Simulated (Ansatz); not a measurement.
# Is this In3As stable against decomposition?

All numbers below come from Ansatz 0.2.0, DFT PBE, scalar-relativistic, plane waves, PAW. All cells share a 420 eV cutoff and Γ-centred k meshes spaced at most about 0.3 Å⁻¹ (about 0.25 or finer for metals, 2π included). No spin polarisation.

Energies over the elements count from the elements' standard structures at the same level, with no fitted energy shifts.

These are static total energies at zero pressure. The reference form of As is held partly by dispersion forces, which this level lacks.

The competitors are the elements and 2 reference phases of this chemical system (from databases or known types: In3As, InAs), relaxed at the same level; other known phases may be missing.

The candidate was reached from: CdPd3 type (I4/mmm).

```xyz
4
Lattice="-2.3945 2.3945 4.4769 2.3945 -2.3945 4.4769 2.3945 2.3945 -4.4769" Properties=species:S:1:pos:R:3 pbc="T T T"
In    0.0000    2.3945    2.2384
In    2.3945    0.0000    2.2384
In    0.0000    0.0000    4.4769
As    0.0000    0.0000    0.0000
```

Q: Into what would it decompose?

A: Its formation energy is 0.081 eV/atom. The lowest competing mixture at this composition is this:

```csv
phase,space group,source,share of atoms,ΔE_f (eV/atom)
In,-,element,0.5000,-0.0017
InAs,F-43m (No. 216),Materials Project,0.5000,-0.244
```

The lowest database cell of In (-0.0017) lies slightly below the reference, hence the non-zero entry.

The mixture lies at -0.123 eV/atom, and the candidate lies 0.20 eV/atom above it. The candidate matches no cell in the subsets of the Crystallography Open Database and the Materials Project at hand. The margin is far too high for a likely synthesis. It has the TiAl3 (D0_22) type.
